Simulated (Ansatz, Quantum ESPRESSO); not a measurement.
# Equation of state of AgCl under PBEsol

```
Ag Cl
1.0
     0.00000    2.73500    2.73500
     2.73500    0.00000    2.73500
     2.73500    2.73500    0.00000
Ag Cl
1 1
Cartesian
  0.0000 0.0000 0.0000
  2.7350 2.7350 2.7350
```

The cell was scaled at fixed shape and fractions and run with Ansatz, Ansatz PAW, cutoff 420 eV; PBEsol, k mesh 8 × 8 × 8 on the cell of 2 atoms, fermi-dirac occupations of 0.05 eV, no spin polarisation, no spin-orbit coupling. The potentials were made for PBE. Energies are those that the program minimises, any entropy of the smearing included.

```csv
V (Å³/atom),energy over the lowest row (meV/atom)
19.2309,9.022
19.6401,2.767
20.0492,0.000
20.4584,0.311
20.8676,?
21.2768,8.738
21.6859,16.233
```

Fit the third-order Birch-Murnaghan form, give V0, B0 and B′, and predict the energy left open.

With y = (V0/V)^(2/3), E = E0 + (9 V0 B0/16) [(y - 1)³ B′ + (y - 1)² (6 - 4y)]. Least squares through the rows shown give V0 = 20.2077 Å³/atom, E0 = -0.222 meV, B0 = 56.55 GPa (1 eV/Å³ = 160.218 GPa) and B′ = 5.29, with a largest miss of 0.003 meV. At V = 20.8676 the form with these constants gives 3.333 meV; the run gave 3.335 meV an atom. Other set-ups at this level, from all their volumes (Å³/atom, GPa): Ansatz, all-electron LAPW, scalar-relativistic: V0 20.210, B0 56.59; Quantum ESPRESSO, PseudoDojo 0.4.1 SR PBEsol standard: V0 20.207, B0 56.7.
